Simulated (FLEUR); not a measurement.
Crystal: Fe.

```
Fe
1.0
    -1.44300    1.44300    1.44300
     1.44300   -1.44300    1.44300
     1.44300    1.44300   -1.44300
Fe
1
Direct
  0.00000 0.00000 0.00000
```

Base run:

```yaml
Program: FLEUR MaX-R8.1 (later development tree)
Functional: SCAN
Potentials_or_basis: all-electron
Basis: FLAPW
Kmax: 4.47 1/bohr
k_mesh: 13 × 13 × 13
Occupations: fermi-dirac, width 0.05 eV
Spin: collinear spin, ferromagnetic start
Starting_moments: "[3.0] μB"
```

Its results: net moment 2.65 μB per cell; site moments Fe +2.76 μB.

Task: The run is repeated on the same cell with these changes: functional from SCAN to BLYP. What comes out?

Result: Net moment 2.20 μB per cell; site moments Fe +2.25 μB.

Caveats: the meta-GGA is that of a development version, with a GGA for the radial functions and cores and without core tails (some runs).

Not every run made on this cell is shown here.
